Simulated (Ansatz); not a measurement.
# WC2: the cost of one run

Method: DFT PBEsol, scalar-relativistic, plane waves, PAW, in Ansatz 0.2.0.

The COD entry's cell or inner coordinates are ideal or old and differ from later refinements, so a difference from it is no clean test against experiment.

2 further runs of the same task are left out: 2 set aside as unsound or not needed. Runs told in other sessions of the task aren't counted.

### Step 1. The starting structure

Symmetry: I4/mmm, No. 139, tetragonal system. The conventional cell has a = 3.305 Å, b = 3.305 Å, c = 8.190 Å, α = 90.00°, β = 90.00°, γ = 90.00°. Ge (site symmetry 4mm) has 5 Ge at 2.67 to 2.74 Å and 5 W at 2.69 to 2.76 Å in its first shell of neighbours. W (site symmetry 4/mmm) is surrounded by 10 Ge at 2.69 to 2.76 Å.

Structure file:

```cif
data_structure
_symmetry_space_group_name_H-M 'I4/mmm'
_symmetry_Int_Tables_number 139
_cell_length_a 3.3051
_cell_length_b 3.3051
_cell_length_c 8.1904
_cell_angle_alpha 90.000
_cell_angle_beta 90.000
_cell_angle_gamma 90.000
_cell_volume 89.47
loop_
_atom_site_label
_atom_site_type_symbol
_atom_site_symmetry_multiplicity
_atom_site_Wyckoff_symbol
_atom_site_fract_x
_atom_site_fract_y
_atom_site_fract_z
_atom_site_occupancy
Ge1 Ge 4 e 0.00000 0.00000 0.33723 1
W1 W 2 a 0.00000 0.00000 0.00000 1
```

This cell was relaxed beforehand with the same method: volume 14.91 Å³/atom, gap on the mesh none (metal).

### Step 2. Ge → C: the starting cell

WC2 starts from the relaxed positions of Ge2W, with all lengths scaled by 0.849, a guess from tabulated radii.

### Step 3. Probe: one point at the start (WC2)

input.yaml

```yaml
crystal:
  lattice:
    - [-1.4037638986, 1.4037638986, 3.4787207012]
    - [1.4037638986, -1.4037638986, 3.4787207012]
    - [1.4037638986, 1.4037638986, -3.4787207012]
  atoms:
    - { symbol: C, position: [0.3372308675, 0.3372308675, 0.0] }
    - { symbol: C, position: [0.6627691325, 0.6627691325, 0.0] }
    - { symbol: W, position: [0.0, 0.0, 0.0] }
basis:
  ecutwfc: 420
kpoints:
  mp_grid: { grid: [8, 8, 8] }
hamiltonian:
  xc: pbesol
scf:
  occupations: { method: gaussian, width: 0.1 }
output:
  forces: true
  stress: true
  eigenvalues: true
```

Started as:

```
ansatz run input.yaml --threads 1 --pin off --max-ram 2560MiB --backend cpu --events-out ev --progress --plain --runs-dir out
```

Q: Estimate wall time and peak memory on 1 thread of Arm Neoverse V1, shared host.

About 1.7 s, with a peak of 0.29 GiB.
